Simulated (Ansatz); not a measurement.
# HfO2: the cost of one run

Computed with Ansatz 0.2.0 (DFT PBE, scalar-relativistic, plane waves, PAW, unless a step's input says otherwise).

### 1 The structure to begin with

It takes space group P4_2/mnm (No. 136, tetragonal). Conventional cell: a = 4.814 Å, b = 4.814 Å, c = 3.205 Å, α = 90.00°, β = 90.00°, γ = 90.00°. Hf (site symmetry mmm) has 6 O at 2.08 Å as nearest neighbours. O (site symmetry m2m) has 3 Hf at 2.08 Å as nearest neighbours.

As a file:

```cif
data_structure
_symmetry_space_group_name_H-M 'P4_2/mnm'
_symmetry_Int_Tables_number 136
_cell_length_a 4.8135
_cell_length_b 4.8135
_cell_length_c 3.2054
_cell_angle_alpha 90.000
_cell_angle_beta 90.000
_cell_angle_gamma 90.000
_cell_volume 74.27
loop_
_atom_site_label
_atom_site_type_symbol
_atom_site_symmetry_multiplicity
_atom_site_Wyckoff_symbol
_atom_site_fract_x
_atom_site_fract_y
_atom_site_fract_z
_atom_site_occupancy
Hf1 Hf 2 a 0.00000 0.00000 0.00000 1
O1 O 4 f 0.19496 0.80504 0.50000 1
```

The runs take a perfect supercell of 48 atoms; the defect goes to fractional position (0.674, 0.479, 0.826).

### 2 The perfect supercell

The input, input.yaml:

```yaml
crystal:
  lattice:
    - [-4.813533, -4.813533, 3.205415]
    - [-4.813533, 4.813533, 3.205415]
    - [-9.627066, 0.0, -6.410831]
  atoms:
    - { symbol: Hf, position: [0.0, 0.0, 0.0] }
    - { symbol: Hf, position: [0.25, 0.25, 0.75] }
    - { symbol: Hf, position: [0.5, 0.5, 0.0] }
    - { symbol: Hf, position: [0.5, 0.5, 0.5] }
    - { symbol: Hf, position: [0.75, 0.75, 0.25] }
    - { symbol: Hf, position: [0.75, 0.75, 0.75] }
    - { symbol: Hf, position: [0.0, 0.0, 0.5] }
    - { symbol: Hf, position: [0.25, 0.25, 0.25] }
    - { symbol: Hf, position: [0.75, 0.25, 0.75] }
    - { symbol: Hf, position: [0.0, 0.5, 0.5] }
    - { symbol: Hf, position: [0.25, 0.75, 0.75] }
    - { symbol: Hf, position: [0.25, 0.75, 0.25] }
    - { symbol: Hf, position: [0.5, 0.0, 0.0] }
    - { symbol: Hf, position: [0.5, 0.0, 0.5] }
    - { symbol: Hf, position: [0.75, 0.25, 0.25] }
    - { symbol: Hf, position: [0.0, 0.5, 0.0] }
    - { symbol: O, position: [0.673739, 0.478783, 0.826261] }
    - { symbol: O, position: [0.923739, 0.728783, 0.576261] }
    - { symbol: O, position: [0.173739, 0.978783, 0.826261] }
    - { symbol: O, position: [0.173739, 0.978783, 0.326261] }
    - { symbol: O, position: [0.423739, 0.228783, 0.076261] }
    - { symbol: O, position: [0.423739, 0.228783, 0.576261] }
    - { symbol: O, position: [0.673739, 0.478783, 0.326261] }
    - { symbol: O, position: [0.923739, 0.728783, 0.076261] }
    - { symbol: O, position: [0.771216, 0.076261, 0.923739] }
    - { symbol: O, position: [0.021216, 0.326261, 0.673739] }
    - { symbol: O, position: [0.271216, 0.576261, 0.923739] }
    - { symbol: O, position: [0.271216, 0.576261, 0.423739] }
    - { symbol: O, position: [0.521216, 0.826261, 0.173739] }
    - { symbol: O, position: [0.521216, 0.826261, 0.673739] }
    - { symbol: O, position: [0.771216, 0.076261, 0.423739] }
    - { symbol: O, position: [0.021216, 0.326261, 0.173739] }
    - { symbol: O, position: [0.478784, 0.173739, 0.826261] }
    - { symbol: O, position: [0.728784, 0.423739, 0.576261] }
    - { symbol: O, position: [0.978784, 0.673739, 0.826261] }
    - { symbol: O, position: [0.978784, 0.673739, 0.326261] }
    - { symbol: O, position: [0.228784, 0.923739, 0.076261] }
    - { symbol: O, position: [0.228784, 0.923739, 0.576261] }
    - { symbol: O, position: [0.478784, 0.173739, 0.326261] }
    - { symbol: O, position: [0.728784, 0.423739, 0.076261] }
    - { symbol: O, position: [0.826261, 0.021217, 0.673739] }
    - { symbol: O, position: [0.076261, 0.271217, 0.423739] }
    - { symbol: O, position: [0.326261, 0.521217, 0.673739] }
    - { symbol: O, position: [0.326261, 0.521217, 0.173739] }
    - { symbol: O, position: [0.576261, 0.771217, 0.923739] }
    - { symbol: O, position: [0.576261, 0.771217, 0.423739] }
    - { symbol: O, position: [0.826261, 0.021217, 0.173739] }
    - { symbol: O, position: [0.076261, 0.271217, 0.923739] }
basis:
  ecutwfc: 420
  fft_grid_basis: typed
kpoints:
  mp_grid: { grid: [2, 2, 1] }
hamiltonian:
  xc: pbe
  pseudopotentials: { kind: paw }
scf:
  occupations: { method: gaussian, width: 0.05 }
output:
  forces: true
  stress: false
  eigenvalues: true
  bader: false
  write_density: true
  volumetric_format: npy
```

Run with:

```sh
$ ansatz run input.yaml --threads 4 --pin off --max-ram 10240MiB --backend cpu --events-out ev --progress --plain --runs-dir out
```

Q: Estimate wall time and peak memory on 4 threads of Arm Neoverse N1, shared host.

About 23 s, with a peak of 2.8 GiB.
